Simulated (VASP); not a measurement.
# AlAs (F-43m) in VASP: a series of runs, part 2 of 2

VASP 6.6.1. The steps go on from the part before.

## Step 4: Relaxation of cell and atoms, PBEsol

INCAR reads:

```
ALGO = Normal
EDIFF = 1E-6
EDIFFG = -0.01
ENCUT = 600
GGA = PS
IBRION = 2
ISIF = 3
ISMEAR = 0
LASPH = True
LCHARG = False
LREAL = False
LWAVE = False
NELM = 80
NSW = 90
PREC = Accurate
SIGMA = 0.03
```

KPOINTS reads:

```
k-points
0
Gamma
  10 10 10
```

POSCAR reads:

```
AlAs
1.0
    0.0000000000      2.8304000000      2.8304000000
    2.8304000000      0.0000000000      2.8304000000
    2.8304000000      2.8304000000      0.0000000000
Al As
1 1
Direct
    0.0000000000      0.0000000000      0.0000000000
    0.2500000000      0.2500000000      0.2500000000
```

Potentials or basis: VASP PAW PBE potentials, release 64 (Al, As).

On the command line:

```sh
$ cat potpaw_PBE.64/Al/POTCAR potpaw_PBE.64/As/POTCAR > POTCAR
$ mpirun -np 1 vasp_std > vasp.out
```

OUTCAR:

```text
EDIFF = 1E-6
   EDIFFG = -0.01
   ENCUT = 600
   GGA = PS
   IBRION = 2
   ISIF = 3
   ISMEAR = 0
   LASPH = True
   LREAL = False
   NELM = 80
   NSW = 90
   PREC = Accurate

 ion  position               nearest neighbor table
   1  0.000  0.000  0.000-   2 2.45   2 2.45   2 2.45   2 2.45
   2  0.250  0.250  0.250-   1 2.45   1 2.45   1 2.45   1 2.45

  LATTYP: Found a face centered cubic cell.
 ALAT       =     5.6608000000

  Lattice vectors:

 A1 = (   0.0000000000,   2.8304000000,   2.8304000000)
 A2 = (   2.8304000000,   0.0000000000,   2.8304000000)
 A3 = (   2.8304000000,   2.8304000000,   0.0000000000)

Analysis of symmetry for initial positions (statically):
=====================================================================
 Subroutine PRICEL returns:
 Original cell was already a primitive cell.

 Routine SETGRP: Setting up the symmetry group for a
 face centered cubic supercell.

 Subroutine GETGRP returns: Found 24 space group operations
 (whereof 24 operations were pure point group operations)
 out of a pool of 48 trial point group operations.

The static configuration has the point symmetry T_d .

Analysis of symmetry for dynamics (positions and initial velocities):
=====================================================================
 Subroutine PRICEL returns:
 Original cell was already a primitive cell.

 Routine SETGRP: Setting up the symmetry group for a
 face centered cubic supercell.

 Subroutine GETGRP returns: Found 24 space group operations
 (whereof 24 operations were pure point group operations)
 out of a pool of 48 trial point group operations.

The dynamic configuration has the point symmetry T_d .

 Subroutine INISYM returns: Found 24 space group operations
 (whereof 24 operations are pure point group operations),
 and found     1 'primitive' translations

----------------------------------------------------------------------------------------
[... 131 lines left out ...]

--------------------------------------- Ionic step        1  -------------------------------------------

 number of electron       8.0000001 magnetization

 Free energy of the ion-electron system (eV)
  ---------------------------------------------------
  ext. energy  EPLUGINS =         0.00000000
  ---------------------------------------------------
  free energy    TOTEN  =       -10.06516451 eV

  energy without entropy =      -10.06516451  energy(sigma->0) =      -10.06516451

------------------------ aborting loop because EDIFF is reached ----------------------------------------

  FORCE on cell =-STRESS in cart. coord.  units (eV):
  Direction    XX          YY          ZZ          XY          YZ          ZX
  --------------------------------------------------------------------------------------
  -------------------------------------------------------------------------------------
  Total        0.2330606      0.2330606      0.2330606     -0.0000000      0.0000000     -0.0000000
  in kB        8.2339071      8.2339071      8.2339071     -0.0000000      0.0000000     -0.0000000
  external PRESSURE =       8.2339071 kB  Pullay stress =       0.0000000 kB
[... 59 lines left out ...]
--------------------------------------- Ionic step        3  -------------------------------------------

 number of electron       8.0000001 magnetization

 Free energy of the ion-electron system (eV)
  ---------------------------------------------------
  ext. energy  EPLUGINS =         0.00000000
  ---------------------------------------------------
  free energy    TOTEN  =       -10.06645159 eV

  energy without entropy =      -10.06645159  energy(sigma->0) =      -10.06645159

 E-fermi :   3.8673     XC(G=0):  -9.1532

 val. band max:        3.7071715723   @ k =   0.0000   0.0000   0.0000
 cond. band min:       5.0461897033   @ k =   0.5000   0.5000   0.0000
 fundamental gap:      1.3390181310
 Fermi energy:         3.8672819273

 k-point     1 :       0.0000    0.0000    0.0000
  band No.  band energies     occupation
      1      -8.1178      2.00000
      2       3.7072      2.00000
      3       3.7072      2.00000
      4       3.7072      2.00000
      5       5.6009      0.00000
      6       7.9521      0.00000
      7       7.9521      0.00000
      8       7.9521      0.00000
[... 243 lines left out ...]
 k-point    24 :       0.4000    0.3000    0.0000
  band No.  band energies     occupation
      1      -6.7145      2.00000
      2      -0.8234      2.00000
      3       1.5900      2.00000
      4       1.9095      2.00000
      5       5.7972      0.00000
      6       6.8855      0.00000
      7      11.1636      0.00000
      8      11.6198      0.00000

 [... further k-points ...]

------------------------ aborting loop because EDIFF is reached ----------------------------------------

  FORCE on cell =-STRESS in cart. coord.  units (eV):
  Direction    XX          YY          ZZ          XY          YZ          ZX
  --------------------------------------------------------------------------------------
  -------------------------------------------------------------------------------------
  Total        0.0009106      0.0009106      0.0009106     -0.0000000      0.0000000      0.0000000
  in kB        0.0318146      0.0318146      0.0318146     -0.0000000      0.0000000      0.0000000
  external PRESSURE =       0.0318146 kB  Pullay stress =       0.0000000 kB
[... 17 lines left out ...]
  FREE ENERGIE OF THE ION-ELECTRON SYSTEM (eV)
  ---------------------------------------------------
  free  energy   TOTEN  =       -10.0664515902 eV

  energy  without entropy=      -10.0664515902  energy(sigma->0) =      -10.06645159

 reached required accuracy - stopping structural energy minimisation
```

CONTCAR:

```text
AlAs
   1.00000000000000
    -0.0000000000000000    2.8408956351061834    2.8408956351061834
     2.8408956351061834    0.0000000000000000    2.8408956351061834
     2.8408956351061834    2.8408956351061834    0.0000000000000000
  Al              As
     1     1
Direct
     0.0000000000000000    0.0000000000000000    0.0000000000000000
     0.2500000000000000    0.2500000000000000    0.2500000000000000

  0.00000000E+00  0.00000000E+00  0.00000000E+00
  0.00000000E+00  0.00000000E+00  0.00000000E+00
```

Wall time 20 s (1 thread of Intel Xeon Platinum 8559C (Emerald Rapids), shared host); peak memory 0.19 GiB.

Results:

- Free energy: -10.0665 eV
- Relaxed volume: 22.93 Å³/atom
- Relaxed cell: a = 4.018 Å, b = 4.018 Å, c = 4.018 Å, α = 60.00°, β = 60.00°, γ = 60.00°
- Space group after relaxing (to 0.05 Å): F-43m (No. 216)
- Energy gained by relaxing: 0.6 meV/atom
- Ionic steps: 3
- Pressure after relaxing: 0.0 GPa
- Band gap on the k mesh: 1.34 eV, indirect (least direct gap 1.89 eV)

Step by step:
| step | energy change (eV) | largest force (eV/Å) | pressure (GPa) | volume (Å³) |
| --- | --- | --- | --- | --- |
| 1 | 0.0000 | 0.0000 | 0.82 | 45.35 |
| 2 | -0.0010 | 0.0000 | -0.41 | 46.12 |
| 3 | -0.0013 | 0.0000 | 0.00 | 45.86 |

Final structure:
```yaml
crystal:
  lattice:
    - [0.00000, 2.84090, 2.84090]
    - [2.84090, 0.00000, 2.84090]
    - [2.84090, 2.84090, 0.00000]
  atoms:
    - { symbol: Al, position: [0.00000, 0.00000, 0.00000] }
    - { symbol: As, position: [0.25000, 0.25000, 0.25000] }
```

Levels at points of the mesh, in eV from the valence-band top:
```csv
k point,band 1,band 2,band 3,band 4,band 5,band 6,band 7,band 8
"(0.00, 0.00, 0.00)",-11.83,0.00,0.00,0.00,1.89,4.24,4.24,4.24
"(0.50, 0.00, 0.00)",-10.42,-5.55,-0.82,-0.82,2.04,4.62,4.62,7.56
"(0.50, 0.50, 0.00)",-9.88,-5.40,-2.16,-2.16,1.34,2.22,10.20,10.20
```

Caveat: the PAW data sets were made with another functional, which shifts forces and pressure a little. Zero-point motion and thermal expansion aren't in these numbers.

## Step 5: Relaxation of cell and atoms, PBEsol

This run uses another cell than the first one, of 22.93 Å³/atom, 1.011 times its volume.

INCAR: that of step 4 with these lines changed.

```diff
@@ -1,4 +1,4 @@
 ALGO = Normal
-EDIFF = 1E-6
-EDIFFG = -0.01
+EDIFF = 1E-7
+EDIFFG = -0.005
 ENCUT = 600
```

KPOINTS is that of step 4.

POSCAR reads:

```
AlAs                                    
1.0
   -0.0000000000      2.8408956351      2.8408956351
    2.8408956351      0.0000000000      2.8408956351
    2.8408956351      2.8408956351      0.0000000000
  Al              As            
     1     1
Direct
     0.0000000000000000    0.0000000000000000    0.0000000000000000
     0.2500000000000000    0.2500000000000000    0.2500000000000000
```

On the command line:

```sh
$ cat potpaw_PBE.64/Al/POTCAR potpaw_PBE.64/As/POTCAR > POTCAR
$ mpirun -np 1 vasp_std > vasp.out
```

It took 15 s on 1 thread of Intel Xeon Platinum 8559C (Emerald Rapids), shared host; peak memory 0.18 GiB.

Results (log left out):

- Free energy: -10.0665 eV
- Pressure after relaxing: 0.0 GPa
- Band gap on the k mesh: 1.34 eV, indirect (least direct gap 1.89 eV)

Final structure:
```
Al As
1.0
     0.00000    2.84090    2.84090
     2.84090    0.00000    2.84090
     2.84090    2.84090    0.00000
Al As
1 1
Direct
  0.00000 0.00000 0.00000
  0.25000 0.25000 0.25000
```

Levels at points of the mesh, in eV from the valence-band top:
```tsv
k point	band 2	band 3	band 4	band 5	band 6	band 7
(0.00, 0.00, 0.00)	0.00	0.00	0.00	1.89	4.25	4.25
(0.50, 0.00, 0.00)	-5.55	-0.82	-0.82	2.04	4.62	4.62
(0.50, 0.50, 0.00)	-5.40	-2.16	-2.16	1.34	2.22	10.20
```

Caveat: the relaxation stopped at its first step, so nothing moved; the PAW data sets were made with another functional, which shifts forces and pressure a little.
